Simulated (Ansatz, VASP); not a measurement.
# AlN in VASP and in Ansatz

File INCAR:

```
ALGO = Normal
EDIFF = 1E-6
ENCUT = 520
GGA = CA
ISIF = 2
ISMEAR = -1
LASPH = T
LCHARG = T
LELF = T
LREAL = F
LVHAR = T
LWAVE = F
NBANDS = 11
NELM = 60
PREC = Accurate
SIGMA = 0.01
```

File KPOINTS:

```
k-points
0
Gamma
  12 12 12
```

The input POSCAR:

```
AlN
1.0
    0.0000000000      1.9780000000      1.9780000000
    1.9780000000      0.0000000000      1.9780000000
    1.9780000000      1.9780000000      0.0000000000
Al N
1 1
Direct
    0.0000000000      0.0000000000      0.0000000000
    0.5000000000      0.5000000000      0.5000000000
```

Input for Ansatz:

```yaml
crystal:
  lattice:
    - [0.0, 1.978, 1.978]
    - [1.978, 0.0, 1.978]
    - [1.978, 1.978, 0.0]
  atoms:
    - { symbol: Al, position: [0.0, 0.0, 0.0] }
    - { symbol: "N", position: [0.5, 0.5, 0.5] }
kpoints:
  mp_grid: { grid: [12, 12, 12] }
  band_path:
    path:
      - [0.0, 0.0, 0.0]
      - [0.5, 0.0, 0.5]
      - [0.625, 0.25, 0.625]
      - [0.375, 0.375, 0.75]
      - [0.0, 0.0, 0.0]
      - [0.5, 0.5, 0.5]
      - [0.5, 0.25, 0.75]
      - [0.5, 0.0, 0.5]
    npoints: 14
scf:
  occupations: { method: fermi_dirac, width: 0.01 }
hamiltonian:
  xc: lda
  pseudopotentials: { kind: all_electron, lapw: { basis_error: 0.0005 } }
output:
  forces: true
  stress: true
  eigenvalues: true
  fatbands: true
  populations: true
  dos: { projected: true, de: 0.2, e_range: [-14, 8] }
```

Measurements of this composition are mostly on another form, of space group No. 186.

Alike in both runs: task single point; functional LDA; k mesh 12 × 12 × 12; occupations fermi-dirac, width 0.01 eV; no spin polarisation.

```csv
,VASP,Ansatz
version,VASP 6.6.1,Ansatz 0.2.0
potentials or method,"VASP PAW LDA potentials, release 64 (Al, N)","all-electron LAPW, scalar-relativistic"
plane-wave cutoff (eV),520,see its input
```

```csv
,VASP,Ansatz,Ansatz less VASP
gap on the k mesh at the Fermi level (eV),5.07,5.09,+0.021
pressure (GPa),13.2,12.5,-0.77
```

Ansatz ran all-electron here, so the differences hold the error of VASP's frozen core and of both bases.

A k mesh can miss the band edges. As with any semilocal functional, this LDA gap is likely too small.
